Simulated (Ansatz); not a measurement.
Four rocksalt compounds that share partners, relaxed with r2SCAN in Ansatz; the fourth is withheld. Spin-unpolarised throughout; all numbers are computed.

```csv
solid,a (Å)
BaTe,7.065
BaO,5.544
SrTe,6.706
```

**If bond lengths are sums of radii, what lattice constant follows for SrO?** a(SrO) ≈ a(BaO) + a(SrTe) − a(BaTe) = 5.544 + 6.706 − 7.065 = 5.185 Å. The relaxed cell has 5.160 Å, -0.5 % from the sum: the rule holds well here.

**How much does a change of partner add, in either pair?** BaTe → BaO: -1.521 Å, and SrTe → SrO: -1.546 Å; BaTe → SrTe: -0.359 Å, and BaO → SrO: -0.384 Å. Fixed radii would make each pair equal; they differ by 0.025 Å.
